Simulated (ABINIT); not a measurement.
The system is AgBr.

```xyz
2
Lattice="0.0000 2.8702 2.8702 2.8702 0.0000 2.8702 2.8702 2.8702 0.0000" Properties=species:S:1:pos:R:3 pbc="T T T"
Ag    0.0000    0.0000    0.0000
Br    2.8702    2.8702    2.8702
```

Program: ABINIT 10.8.3 (patched build). Alike in all runs: potentials or basis JTH PAW PBE v2.0; cell as given; cutoff (eV) 463; smearing fermi-dirac 0.05 eV.

Problem. Order these runs on this cell by their band gap on the k mesh, lowest first.
A. level HCTH407; spin SOC, no magnetisation; k mesh 8 × 8 × 8; mesh quality not flagged
B. level PBEsol; spin off; k mesh 3 × 3 × 3; mesh quality coarse
C. level PBE; spin off; k mesh 6 × 6 × 6; mesh quality not flagged
D. level SOGGA; spin SOC, no magnetisation; k mesh 8 × 8 × 8; mesh quality not flagged
E. level PBE; spin off; k mesh 3 × 3 × 3; mesh quality coarse

Solution. D (0.39 eV), C (0.67 eV), B (0.86 eV), E (1.02 eV), A (1.24 eV).

Caveats: some runs use coarse meshes; an odd mesh through Γ misses points on the zone boundary, where band edges often lie (some runs).

A k mesh can miss the band edges, odd and even meshes differently.
